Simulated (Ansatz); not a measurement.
BN under changes of volume

One of the cells (9.145 Å³/atom); the others are scaled copies at fixed shape and fractional positions:

```
N B
1.0
     1.25112    0.72234    3.37293
    -1.25112    0.72234    3.37293
     0.00000   -1.44467    3.37293
N B
1 1
Direct
  0.66724 0.66724 0.66724
  0.00033 0.00033 0.00033
```

The cell is a database's computed one.

```yaml
Program: Ansatz 0.2.0
Functional: LDA
Potentials_or_basis: Ansatz PAW
Cutoff: "420 eV (not typed: the program's choice for these potentials)"
k_mesh: 12 × 12 × 12
Occupations: fermi-dirac, width 0.05 eV
Spin: no spin polarisation
```

| volume (Å³/atom) | energy over the lowest point (meV/atom) | pressure (GPa) | gap on the mesh (eV) | largest force (eV/Å) |
| --- | --- | --- | --- | --- |
| 8.596 | 13.89 | 11.9 | 4.18 | 0.002 |
| 8.779 | 3.74 | 6.0 | 4.15 | 0.001 |
| 8.962 | 0.00 | 0.6 | 4.13 | 0.001 |
| 9.145 | ? | ? | ? | ? |
| 9.328 | 9.54 | -8.7 | 4.08 | 0.004 |
| 9.510 | 21.81 | -12.8 | 4.06 | 0.005 |
| 9.693 | 38.54 | -16.5 | 4.04 | 0.006 |

Q: What does the run at 9.145 Å³/atom give?

A: Energy over the lowest point 2.11 meV/atom; pressure -4.2 GPa; gap on the mesh 4.11 eV; largest force 0.002 eV/Å.

Worked out: A Birch-Murnaghan fit of order 3 (a polynomial in V^(-2/3)) to the other rows has its minimum at 8.98 Å³/atom with B0 = V·E''(V) = 248 GPa and B' = 3.5 at fixed shape and positions, which overstates the stiffness. It gives 2.11 meV/atom at 9.145 Å³/atom, against the run's 2.11, and -dE/dV = -4.3 GPa, against -4.2. A straight line through the other rows of the gap, of slope -1.16 eV per unit of ln V, gives 4.11 eV, against the run's 4.11.

Energies are extrapolated to zero smearing.

Caveats: the PAW data sets come from PBE, with cores solved anew for the run's functional, which leaves a small shift of forces and pressure.

A mesh can miss the band edges.
